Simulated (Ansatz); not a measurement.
# Nickel, diamond: HSE06 at the PBE geometry, part 1 of 2

Aim: see what exact exchange does to the levels and moments, and what it costs. The cell comes from an earlier PBE relaxation. Exact exchange is dear, so the k-mesh is coarse, and PBE is run on the same mesh for comparison.

Method: DFT, plane waves (420 eV) with PBE-made PAW files, scalar-relativistic; functionals as named at each step, in Ansatz 0.2.0.

### 1 The structure to begin with

Symmetry: Fd-3m, No. 227, cubic system. The conventional cell has a = 5.100 Å, b = 5.100 Å, c = 5.100 Å, α = 90.00°, β = 90.00°, γ = 90.00°. Ni (site symmetry -43m) has 4 Ni at 2.21 Å as nearest neighbours.

As a file:

```cif
data_structure
_symmetry_space_group_name_H-M 'Fd-3m:1'
_symmetry_Int_Tables_number 227
_cell_length_a 5.1002
_cell_length_b 5.1002
_cell_length_c 5.1002
_cell_angle_alpha 90.000
_cell_angle_beta 90.000
_cell_angle_gamma 90.000
_cell_volume 132.67
loop_
_atom_site_label
_atom_site_type_symbol
_atom_site_symmetry_multiplicity
_atom_site_Wyckoff_symbol
_atom_site_fract_x
_atom_site_fract_y
_atom_site_fract_z
_atom_site_occupancy
Ni1 Ni 8 b 0.75000 0.75000 0.75000 1
```

Starting moments (μB): +0.84 ×2.

### 2 PBE, coarse mesh

The run with PBE.

input.yaml reads:

```yaml
crystal:
  lattice:
    - [0.0, 2.5501173767, 2.5501173767]
    - [2.5501173767, 0.0, 2.5501173767]
    - [2.5501173767, 2.5501173767, 0.0]
  atoms:
    - { symbol: Ni, position: [0.125, 0.125, 0.125], spin: 0.839 }
    - { symbol: Ni, position: [0.875, 0.875, 0.875], spin: 0.839 }
hamiltonian:
  xc: pbe
  pseudopotentials:
    kind: paw
    azcp:
      Ni: "pseudopotentials/Ni.paw.azcp"
basis:
  ecutwfc: 420
  fft_grid_basis: typed
kpoints:
  mp_grid: { grid: [6, 6, 6], shift: [0, 0, 0] }
magnetization:
  spin_polarized: true
scf:
  occupations: { method: fermi_dirac, width: 0.1 }
```

Launch:

```sh
$ ansatz run input.yaml --threads 4 --pin off --max-ram 8192MiB --backend cpu --events-out ev --progress --plain --runs-dir out
```

Log:

```text
Warning: RAYON_NUM_THREADS=4 ignored (pool sized by the plan → 4); use --threads N
Engine: ansatz 0.2.0, aarch64-unknown-linux-gnu
Pseudopotentials: kind: paw
Pseudopotential: Ni, paw, valence charge 18, recommended cutoff 420 eV (normal), <dir>
Functional definition: PBE
  parameter kappa = 0.804
  parameter beta = 0.06672455060314922
  exchange = pbe_x(kappa = kappa, mu = beta*pi^2/3)
  correlation = pbe_c(beta = beta)
Crystal: 2 atoms, lattice volume = 33.167 Å³
Basis set: ecut = 420 eV, 645 PW (Γ)
Bands: 23, of which v1, the nominal top of the filled ones, is band 18 counted from 1 (17 counted from 0)
Symmetry: 48 space group operations
Space group: Fd-3m (ITA 227), of the structure as read, at distance tolerance 3.2e-5 Å
Magnetic group: BNS 227.128 (UNI 1630), of the structure as read, at distance tolerance 3.2e-5 Å
k-points: 16 of 216
Non-local potential: Ni, projectors of the file, l = 0: 3, l = 1: 2, l = 2: 3, l = 3: 1
PAW form: soft (Blöchl's): semilocal exchange-correlation on the pseudo side does not see the compensation charge
PAW one-centre angular grid: Ni, 590 points (default); XC on 64 Gauss nodes
Initial density: superposition of atomic densities (chi_scale 0.1, normalization cell)
Starting moments: Σ|m| = 1.678 μB on 2 of 2 sites
Initial wavefunctions: pseudopotential atomic-orbital guess
Functional: x = pbe(κ = 0.804, μ = 0.2195149727645171), c = pbe(β = 0.06672455060314922)
iter 1 solved again at ethr=4.35e-4 eV; its pass at ethr=3.10e-3 eV (dr2=1.56e-1 eV) is discarded
SCF iter   1: F=—  HF=-11674.795418 eV  |F-HF|=—  |Δ(HF+E_count)|=         —  Δρ=4.10e-2 (↑3.53e-2 ↓4.10e-2)  dr2=1.59e-1  dr2_m=3.87e-1  M=1.975 μB ∫|m|=2.043 μB  β_m=0.30  ethr=4.35e-4  ⟨swp⟩=1.0  Hψ=3795  notcnv=0
Mixer restart at iter 1: flushing history
preconditioner: auto → Kerker (q_TF=auto, 2.766 Å⁻¹)  [metal: Δε(μ)=0.021 eV  Ē_g=6.996 eV  σ=0.100 eV  W_gap=0.05  n_scr=14 (ndim 8)  ℏωp=28.8 eV  f_vac=0.002  D(μ)=3.13/eV (n_scr^D=50)]
spin=Collinear: Kerker preconditioning applied to the charge; magnetization (m = ρ↑ − ρ↓) channel mixes plain (no charge-response kernel on spin).
SCF iter   2: F=—  HF=-11675.418063 eV  |F-HF|=—  |Δ(HF+E_count)|=   6.23e-1  Δρ=3.08e-2 (↑3.08e-2 ↓1.27e-2)  dr2=3.29e-1  dr2_m=8.02e-2  M=1.798 μB ∫|m|=1.902 μB  β_m=0.45  ethr=4.35e-4  ⟨swp⟩=1.5  Hψ=770  notcnv=0
SCF iter   3: F=—  HF=-11676.341733 eV  |F-HF|=—  |Δ(HF+E_count)|=   9.24e-1  Δρ=1.69e-2 (↑1.69e-2 ↓1.36e-2)  dr2=3.07e-1  dr2_m=4.67e-3  M=1.667 μB ∫|m|=1.816 μB  β_m=0.73  ethr=4.35e-4  ⟨swp⟩=2.2  Hψ=1205  notcnv=0
SCF iter   4: F=—  HF=-11677.120606 eV  |F-HF|=—  |Δ(HF+E_count)|=   7.79e-1  Δρ=2.72e-2 (↑1.52e-2 ↓2.72e-2)  dr2=4.76e-1  dr2_m=1.24e-2  M=1.511 μB ∫|m|=1.702 μB  β_m=0.73  ethr=4.35e-4  ⟨swp⟩=2.2  Hψ=1122  notcnv=0
SCF iter   5: F=—  HF=-11677.050240 eV  |F-HF|=—  |Δ(HF+E_count)|=   7.04e-2  Δρ=1.08e-2 (↑9.69e-3 ↓1.08e-2)  dr2=6.19e-2  dr2_m=2.98e-4  M=1.519 μB ∫|m|=1.727 μB  β_m=0.87  ethr=4.35e-4  ⟨swp⟩=3.1  Hψ=1586  notcnv=0
SCF iter   6: F=—  HF=-11677.091333 eV  |F-HF|=—  |Δ(HF+E_count)|=   4.11e-2  Δρ=1.52e-3 (↑1.51e-3 ↓1.52e-3)  dr2=3.52e-3  dr2_m=2.18e-4  M=1.540 μB ∫|m|=1.738 μB  β_m=0.93  ethr=1.72e-4  ⟨swp⟩=2.0  Hψ=1405  notcnv=0
SCF iter   7: F=—  HF=-11677.091438 eV  |F-HF|=—  |Δ(HF+E_count)|=   1.05e-4  Δρ=2.23e-3 (↑5.74e-4 ↓2.23e-3)  dr2=8.18e-4  dr2_m=4.45e-4  M=1.550 μB ∫|m|=1.749 μB  β_m=0.97  ethr=9.78e-6  ⟨swp⟩=2.1  Hψ=962  notcnv=0
SCF iter   8: F=—  HF=-11677.091658 eV  |F-HF|=—  |Δ(HF+E_count)|=   2.20e-4  Δρ=7.85e-4 (↑2.10e-4 ↓7.85e-4)  dr2=8.14e-5  dr2_m=6.81e-5  M=1.553 μB ∫|m|=1.752 μB  β_m=0.98  ethr=2.27e-6  ⟨swp⟩=2.2  Hψ=1090  notcnv=0
SCF iter   9: F=—  HF=-11677.091672 eV  |F-HF|=—  |Δ(HF+E_count)|=   1.39e-5  Δρ=8.97e-5 (↑8.97e-5 ↓5.98e-5)  dr2=3.11e-7  dr2_m=1.68e-6  M=1.553 μB ∫|m|=1.753 μB  β_m=0.99  ethr=2.26e-7  ⟨swp⟩=2.0  Hψ=1052  notcnv=0
SCF iter  10: F=—  HF=-11677.091672 eV  |F-HF|=—  |Δ(HF+E_count)|=   2.57e-8  Δρ=1.17e-5 (↑6.21e-6 ↓1.17e-5)  dr2=6.88e-8  dr2_m=3.20e-9  M=1.553 μB ∫|m|=1.753 μB  β_m=1.00  ethr=8.64e-10  ⟨swp⟩=2.1  Hψ=1298  notcnv=0
SCF iter  11: F=-11677.091672 eV  HF=-11677.091672 eV  |F-HF|=1.56e-8  |Δ(HF+E_count)|=   3.21e-8  Δρ=6.47e-6 (↑3.06e-6 ↓6.47e-6)  dr2=1.91e-8  dr2_m=1.01e-9  M=1.553 μB ∫|m|=1.753 μB  ethr=1.91e-10  ⟨swp⟩=1.2  Hψ=1872  notcnv=0
SCF 1 converged in 11 iterations: F = -11677.091672 eV  dr2 = 1.91e-8
SCF converged after 11 iterations
Magnetization: 1.5534 μB (18.7767 up, 17.2233 down)
Absolute magnetization: 1.7544 μB (∫|ρ↑−ρ↓|, with the PAW one-centre terms)
Spin contamination: 0.0223 ħ² per cell (⟨S²⟩ above its minimum at these occupations)
Per-site moments (μB) at R_I (Å): [(0.8164816650815073, 0.9109924027274113), (0.8164816650815077, 0.9109924027274113)]
Free energy (F): -11677.091672 eV
Harris-Foulkes:  -11677.091672 eV  (|F-HF|=1.56e-8)
Internal energy: -11676.983052 eV  (E = F + TS)
E sigma→0 (E₀):  -11677.037362 eV
Entropy (-TS):   -0.108620 eV (-54.310 meV/atom)
Fermi energy:    10.461834 eV
--- Per-component energies (eV) ---
  E_band       = -843.533961
  E_kinetic    = 562.958387
  E_local      = -8908.765996  (includes V_loc(G=0)·N_el)
  E_nonlocal   = 1278.264519
  E_hartree    = 3749.381704
  E_xc         = -165.962918
  E_vxc        = -213.686845  (∫ρ·V_xc dr)
  E_paw        = -3265.238538  (= ΣΔE_a)
  E_vpaw       = -1061.085678  (= ΣTr[D̂ρ^β])
  E_aug_tail   = 0.001244  (compensation charges beyond the density's cutoff)
  E_ewald      = -4927.621456
  E_smearing   = -0.108620  (= −TS)
  E_closure    = 0.000000  (closes the sum)
  Σ components = -11677.091672   (vs F -11677.091672, Δ=0.00e0)
```

Wall time 0.89 s (4 threads of Arm Neoverse V1, shared host); peak memory 0.29 GiB.

(Continued in part 2 of 2.)
